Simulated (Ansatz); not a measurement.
# Harmonic thermodynamics of MgS

These are results of DFT PBE, scalar-relativistic, plane waves, PAW in Ansatz, not measurements. Cutoff 420 eV, 6×6×6 k-points (Γ-centred), fixed occupations. No spin polarisation. Phonons by linear response, acoustic sum rule imposed.

Relaxed structure:
```cif
data_structure
_symmetry_space_group_name_H-M 'I4/mcm'
_symmetry_Int_Tables_number 140
_cell_length_a 8.5606
_cell_length_b 8.5606
_cell_length_c 5.2543
_cell_angle_alpha 90.000
_cell_angle_beta 90.000
_cell_angle_gamma 90.000
_cell_volume 385.05
loop_
_atom_site_label
_atom_site_type_symbol
_atom_site_symmetry_multiplicity
_atom_site_Wyckoff_symbol
_atom_site_fract_x
_atom_site_fract_y
_atom_site_fract_z
_atom_site_occupancy
Mg1 Mg 8 h 0.14320 0.64320 0.00000 1
S1 S 8 h 0.15133 0.34867 0.00000 1
```

It was reached by relaxing an invented guess, and it needn't be the stable form of this composition. The q mesh is coarse, so values between its points are rough.

Force constants from linear response on a 2×2×2 q mesh, interpolated to a fine mesh.

Phonon density of states, in bins of 10 cm⁻¹:
```json
{"bin centre (cm⁻¹)": "5", "share of modes (%)": "0.0"}
{"bin centre (cm⁻¹)": "15", "share of modes (%)": "0.0"}
{"bin centre (cm⁻¹)": "25", "share of modes (%)": "0.1"}
{"bin centre (cm⁻¹)": "35", "share of modes (%)": "0.4"}
{"bin centre (cm⁻¹)": "45", "share of modes (%)": "0.7"}
{"bin centre (cm⁻¹)": "55", "share of modes (%)": "0.8"}
{"bin centre (cm⁻¹)": "65", "share of modes (%)": "1.1"}
{"bin centre (cm⁻¹)": "75", "share of modes (%)": "1.4"}
{"bin centre (cm⁻¹)": "85", "share of modes (%)": "1.7"}
{"bin centre (cm⁻¹)": "95", "share of modes (%)": "2.2"}
{"bin centre (cm⁻¹)": "105", "share of modes (%)": "3.0"}
{"bin centre (cm⁻¹)": "115", "share of modes (%)": "1.6"}
{"bin centre (cm⁻¹)": "125", "share of modes (%)": "2.0"}
{"bin centre (cm⁻¹)": "135", "share of modes (%)": "3.7"}
{"bin centre (cm⁻¹)": "145", "share of modes (%)": "4.8"}
{"bin centre (cm⁻¹)": "155", "share of modes (%)": "3.6"}
{"bin centre (cm⁻¹)": "165", "share of modes (%)": "4.3"}
{"bin centre (cm⁻¹)": "175", "share of modes (%)": "3.7"}
{"bin centre (cm⁻¹)": "185", "share of modes (%)": "2.9"}
{"bin centre (cm⁻¹)": "195", "share of modes (%)": "4.0"}
{"bin centre (cm⁻¹)": "205", "share of modes (%)": "3.2"}
{"bin centre (cm⁻¹)": "215", "share of modes (%)": "4.0"}
{"bin centre (cm⁻¹)": "225", "share of modes (%)": "5.6"}
{"bin centre (cm⁻¹)": "235", "share of modes (%)": "7.8"}
{"bin centre (cm⁻¹)": "245", "share of modes (%)": "2.6"}
{"bin centre (cm⁻¹)": "255", "share of modes (%)": "2.4"}
{"bin centre (cm⁻¹)": "265", "share of modes (%)": "3.4"}
{"bin centre (cm⁻¹)": "275", "share of modes (%)": "3.3"}
{"bin centre (cm⁻¹)": "285", "share of modes (%)": "1.5"}
{"bin centre (cm⁻¹)": "295", "share of modes (%)": "0.9"}
{"bin centre (cm⁻¹)": "305", "share of modes (%)": "1.1"}
{"bin centre (cm⁻¹)": "315", "share of modes (%)": "2.7"}
{"bin centre (cm⁻¹)": "325", "share of modes (%)": "5.1"}
{"bin centre (cm⁻¹)": "335", "share of modes (%)": "2.8"}
{"bin centre (cm⁻¹)": "345", "share of modes (%)": "3.9"}
{"bin centre (cm⁻¹)": "355", "share of modes (%)": "2.8"}
{"bin centre (cm⁻¹)": "365", "share of modes (%)": "1.4"}
{"bin centre (cm⁻¹)": "375", "share of modes (%)": "1.1"}
{"bin centre (cm⁻¹)": "385", "share of modes (%)": "1.0"}
{"bin centre (cm⁻¹)": "395", "share of modes (%)": "0.9"}
{"bin centre (cm⁻¹)": "405", "share of modes (%)": "0.7"}
{"bin centre (cm⁻¹)": "415", "share of modes (%)": "0.1"}
```

Task: Give the zero-point energy per atom.

Result: 41.2 meV.

Task: How large are the vibrational entropy and heat capacity at 300 K?

Result: S = 3.26 k_B and C_V = 2.70 k_B per atom, 90 % of the Dulong–Petit value.

Task: Tabulate them against temperature.

Result:
```csv
T (K),F_vib (meV/atom),S (k_B/atom),C_V (k_B/atom)
100,38.8,0.85,1.45
200,25.4,2.22,2.40
300,1.6,3.26,2.70
400,-30.0,4.05,2.83
500,-67.8,4.69,2.89
600,-110.6,5.22,2.92
700,-157.5,5.67,2.94
800,-208.1,6.06,2.95
900,-261.9,6.41,2.96
1000,-318.6,6.73,2.97
```
